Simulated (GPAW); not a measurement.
Input of a GPAW 26.7.0 run:

File run.py:

```python
from ase import Atoms
from ase.calculators.mixing import SumCalculator
from ase.filters import FrechetCellFilter
from ase.io import write
from ase.optimize import BFGS
from dftd3.ase import DFTD3
from gpaw import GPAW, PW, setup_paths

setup_paths.insert(0, '.')

atoms = Atoms(['Ba', 'Ti', 'O', 'O', 'O'],
              cell=[[3.9998, 0.0, 0.0],
                    [0.0, 3.9998, 0.0],
                    [0.0, 0.0, 4.018]],
              scaled_positions=[[0.0, 0.0, 0.0],
                                [0.5, 0.5, 0.49],
                                [0.0, 0.5, 0.517],
                                [0.5, 0.0, 0.517],
                                [0.5, 0.5, 0.019]],
              pbc=True)

calc = GPAW(mode=PW(800),
            xc='PBEsol',
            kpts={'size': (5, 5, 5), 'gamma': True},
            occupations={'name': 'fermi-dirac', 'width': 0.05},
            nbands=36,
            convergence={'density': 1e-05, 'forces': 0.0001},
            maxiter=150,
            txt='gpaw.txt')
atoms.calc = SumCalculator([calc, DFTD3(method='pbesol', damping='d3zero')])
opt = BFGS(FrechetCellFilter(atoms), trajectory='relax.traj', logfile='-')
done = opt.run(fmax=0.02, steps=60)
calc.write('gs.gpw')
write('result.traj', atoms)
print('Converged:', done)
print('Cell:', atoms.cell.cellpar().round(4))
print('Volume:', round(atoms.get_volume(), 4))
print(atoms.get_scaled_positions().round(5))
```

Potentials or basis: PAW data sets generated in the run's folder for this functional, pw.

The run is started by

```sh
$ gpaw-setup -f PBEsol Ba O Ti
$ OMP_NUM_THREADS=1 python run.py
```

Question: Estimate the band gap on the k mesh.

Answer: 2.00 eV, indirect (least direct gap 2.12 eV).

Question: Estimate the relaxed volume.

Answer: 12.57 Å³/atom.

Question: Predict the space group after relaxing (to 0.05 Å).

Answer: P4mm (No. 99).

Final structure:
```
Ba Ti O
1.0
     3.95931    0.00000    0.00000
     0.00000    3.95931    0.00000
     0.00000    0.00000    4.01074
Ba Ti O
1 1 3
Direct
  0.00000 0.00000 0.00166
  0.50000 0.50000 0.48797
  0.00000 0.50000 0.51521
  0.50000 0.00000 0.51521
  0.50000 0.50000 0.02301
```

Caveat: later steps reuse the first step's grids; spin-orbit coupling is left out, which moves the levels of the heavy elements; an odd mesh through Γ misses points on the zone boundary, where band edges often lie. As with any semilocal functional, this PBEsol gap is likely too small.
